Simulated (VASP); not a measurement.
# SnTe (F-43m) in VASP: single point with r2SCAN

Aim: the single point of SnTe with r2SCAN.

Everything below comes from runs of VASP 6.6.1. Logs are shortened: lines on timing, memory, paths and dates and some standing lists are left out, and cuts for length are marked.

**1. The crystal as given**

The structure is cubic, space group F-43m (No. 216). The conventional cell has a = 7.222 Å, b = 7.222 Å, c = 7.222 Å, α = 90.00°, β = 90.00°, γ = 90.00°. Sn (site symmetry -43m) is surrounded by 4 Te at 3.13 Å. Te (site symmetry -43m) has 4 Sn at 3.13 Å as nearest neighbours.

Measurements of this composition are mostly on another form, of space group No. 225.

**2. Single point, r2SCAN**

Contents of POSCAR:

```
SnTe
1.0
    0.0000000000      3.6111460000      3.6111460000
    3.6111460000      0.0000000000      3.6111460000
    3.6111460000      3.6111460000      0.0000000000
Sn Te
1 1
Direct
    0.0000000000      0.0000000000      0.0000000000
    0.7500000000      0.7500000000      0.7500000000
```

Contents of INCAR.step1:

```
SYSTEM = SnTe
PREC = Accurate ; ENCUT = 520
ISMEAR = 0 ; SIGMA = 0.03
LREAL = .FALSE. ; LASPH = .TRUE.
NELM = 100 ; NBANDS = 17
GGA = PE ; ALGO = Normal
EDIFF = 1E-4 ; LWAVE = .TRUE.
LCHARG = .FALSE.
```

Contents of INCAR.step2:

```
SYSTEM = SnTe
PREC = Accurate ; ENCUT = 520
EDIFF = 1E-7 ; ISMEAR = 0
SIGMA = 0.03 ; LREAL = .FALSE.
LASPH = .TRUE. ; NELM = 100
ALGO = Normal ; ISIF = 2
LWAVE = .FALSE. ; LCHARG = .TRUE.
METAGGA = R2SCAN ; LMIXTAU = .TRUE.
LELF = .TRUE. ; LVHAR = .TRUE.
NBANDS = 17 ; ISTART = 1
```

Contents of KPOINTS:

```
regular mesh
0
G
  8 8 8
  0 0 0
```

Potentials or basis: VASP PAW PBE potentials, release 64 (Sn_d, Te).

Launch:

```sh
$ cat potpaw_PBE.64/Sn_d/POTCAR potpaw_PBE.64/Te/POTCAR > POTCAR
$ cp INCAR.step1 INCAR
$ mpirun -np 1 vasp_std > vasp.out
$ cp INCAR.step2 INCAR
$ mpirun -np 1 vasp_std > vasp.out
```

OUTCAR:

```text
SYSTEM = SnTe
   PREC = Accurate
   ENCUT = 520
   EDIFF = 1E-7
   ISMEAR = 0
   LREAL = .FALSE.
   LASPH = .TRUE.
   NELM = 100
   ISIF = 2
   METAGGA = R2SCAN
   ISTART = 1

 ion  position               nearest neighbor table
   1  0.000  0.000  0.000-   2 3.13   2 3.13   2 3.13   2 3.13
   2  0.750  0.750  0.750-   1 3.13   1 3.13   1 3.13   1 3.13

  LATTYP: Found a face centered cubic cell.
 ALAT       =     7.2222920000

  Lattice vectors:

 A1 = (   0.0000000000,   3.6111460000,   3.6111460000)
 A2 = (   3.6111460000,   0.0000000000,   3.6111460000)
 A3 = (   3.6111460000,   3.6111460000,   0.0000000000)

Analysis of symmetry for initial positions (statically):
=====================================================================
 Subroutine PRICEL returns:
 Original cell was already a primitive cell.

 Routine SETGRP: Setting up the symmetry group for a
 face centered cubic supercell.

 Subroutine GETGRP returns: Found 24 space group operations
 (whereof 24 operations were pure point group operations)
 out of a pool of 48 trial point group operations.

The static configuration has the point symmetry T_d .

Analysis of symmetry for dynamics (positions and initial velocities):
=====================================================================
 Subroutine PRICEL returns:
 Original cell was already a primitive cell.

 Routine SETGRP: Setting up the symmetry group for a
 face centered cubic supercell.

 Subroutine GETGRP returns: Found 24 space group operations
 (whereof 24 operations were pure point group operations)
 out of a pool of 48 trial point group operations.

The dynamic configuration has the point symmetry T_d .

 Subroutine INISYM returns: Found 24 space group operations
 (whereof 24 operations are pure point group operations),
 and found     1 'primitive' translations

----------------------------------------------------------------------------------------

                                     Primitive cell

  volume of cell :      94.1814

  direct lattice vectors                    reciprocal lattice vectors
     0.000000000  3.611146000  3.611146000    -0.138460201  0.138460201  0.138460201
     3.611146000  0.000000000  3.611146000     0.138460201 -0.138460201  0.138460201
     3.611146000  3.611146000  0.000000000     0.138460201  0.138460201 -0.138460201

  length of vectors
     5.106931649  5.106931649  5.106931649     0.239820102  0.239820102  0.239820102
[... 80 lines left out ...]
   NELM   =    100;   NELMIN=  2; NELMDL=  0     # of ELM steps
   EDIFF  = 0.1E-06   stopping-criterion for ELM
   LREAL  =      F    real-space projection
   EDIFFG = 0.1E-05   stopping-criterion for IOM
   NSW    =      0    number of steps for IOM
   IBRION =     -1    ionic relax: 0-MD 1-quasi-New 2-CG
   NFREE  =      0    steps in history (QN), initial steepest desc. (CG)
   ISIF   =      2    stress and relaxation
   ISYM   =      2    0-nonsym 1-usesym 2-fastsym
   POTIM  = 0.5000    time-step for ionic-motion
   TEBEG  =    0.0;   TEEND  =   0.0 temperature during run
   PSTRESS=    0.0 pullay stress
   NELECT =      20.0000    total number of electrons
   NUPDOWN=      -1.0000    fix difference up-down
   EMIN   =  10.00;   EMAX   =-10.00  energy-range for DOS
   EFERMI =   0.00;   METHOD = LEGACY
   ISMEAR =     0;   SIGMA  =   0.03  broadening in eV -4-tet -1-fermi 0-gaus
   EFERMI_NEDOS =   21; number of points for ismear=-14 and -15
   IALGO  =     38    algorithm
   IMIX   =      4    mixing-type and parameters
     AMIX     =   0.40;   BMIX     =  1.00
     AMIX_MAG =   1.60;   BMIX_MAG =  1.00
  volume/ion in A,a.u.               =      47.09       317.78
  Fermi-wavevector in a.u.,A,eV,Ry     =   0.976704  1.845704 12.979296  0.953951
  Thomas-Fermi vector in A             =   2.107344
   LORBIT       =      0    0 simple, 1 ext, 2 COOP (PROOUT), +10 PAW based schemes
   METAGGA = R2SCAN    functional components
   LHFCALC =     F    Hartree Fock is set to
   AEXX    =    0.0000 exact exchange contribution
   IVDW    =     0    specifies the selected vdW correction
   LEPSILON=     F    determine dielectric tensor
   LRPA    =     F    only Hartree local field effects (RPA)
 non-spin polarized calculation
 Gauss-broadening in eV      SIGMA  =   0.03
  energy-cutoff  :      520.00
  volume of cell :       94.18
 maximum number of plane-waves:      2637
 NGX is ok and might be reduce to    40
   NGX = 19   NGY = 19   NGZ = 19

 number of electron      19.9999999 magnetization

 Free energy of the ion-electron system (eV)
  ---------------------------------------------------
  ext. energy  EPLUGINS =         0.00000000
  ---------------------------------------------------
  free energy    TOTEN  =       -50.06434758 eV

  energy without entropy =      -50.06434719  energy(sigma->0) =      -50.06434738

 E-fermi :   3.1899     XC(G=0):  -7.9532

 val. band max:        3.1110735365   @ k =  -0.2500   0.5000   0.2500
 cond. band min:       3.2648636200   @ k =   0.5000   0.5000   0.0000
 fundamental gap:      0.1537900835
 Fermi energy:         3.1898686631

 k-point     1 :       0.0000    0.0000    0.0000
  band No.  band energies     occupation
      1     -19.4614      2.00000
      2     -19.4613      2.00000
      3     -19.4613      2.00000
      4     -19.4483      2.00000
      5     -19.4483      2.00000
      6      -8.9717      2.00000
[... 457 lines left out ...]
      4     -19.4484      2.00000
      5     -19.4479      2.00000
      6      -8.2712      2.00000
[... 9 lines left out ...]
     16      10.3913      0.00000
     17      10.8837      0.00000

 [... further k-points ...]

------------------------ aborting loop because EDIFF is reached ----------------------------------------

  FORCE on cell =-STRESS in cart. coord.  units (eV):
  Direction    XX          YY          ZZ          XY          YZ          ZX
  --------------------------------------------------------------------------------------
  -------------------------------------------------------------------------------------
  Total       -0.3476113     -0.3476113     -0.3476113      0.0000000      0.0000000      0.0000000
  in kB       -5.9134278     -5.9134278     -5.9134278      0.0000000      0.0000000      0.0000000
  external PRESSURE =      -5.9134278 kB  Pullay stress =       0.0000000 kB

 VOLUME and BASIS-vectors are now :
 -----------------------------------------------------------------------------
  energy-cutoff  :      520.00
  volume of cell :       94.18
      direct lattice vectors                 reciprocal lattice vectors
     0.000000000  3.611146000  3.611146000    -0.138460201  0.138460201  0.138460201
     3.611146000  0.000000000  3.611146000     0.138460201 -0.138460201  0.138460201
     3.611146000  3.611146000  0.000000000     0.138460201  0.138460201 -0.138460201

 POSITION                                       TOTAL-FORCE (eV/Angst)
 -----------------------------------------------------------------------------------
      0.00000      0.00000      0.00000        -0.000000      0.000000     -0.000000
      5.41672      5.41672      5.41672         0.000000     -0.000000      0.000000
 -----------------------------------------------------------------------------------
    total drift:                               -0.000002     -0.000002     -0.000002

  FREE ENERGIE OF THE ION-ELECTRON SYSTEM (eV)
  ---------------------------------------------------
  free  energy   TOTEN  =       -50.0643475804 eV

  energy  without entropy=      -50.0643471886  energy(sigma->0) =      -50.06434738
```

It took 2.8 min on 1 thread of Intel Xeon Platinum 8488C (Sapphire Rapids), shared host; peak memory 0.27 GiB.

Results:

| Property | Result |
| --- | --- |
| Free energy | -50.0643 eV |
| Pressure | -0.6 GPa |
| Band gap on the k mesh | 0.15 eV, indirect (least direct gap 0.89 eV) |

Caveat: the PAW data sets were made with another functional, which shifts forces and pressure a little; spin-orbit coupling is left out, which moves the levels of the heavy elements.
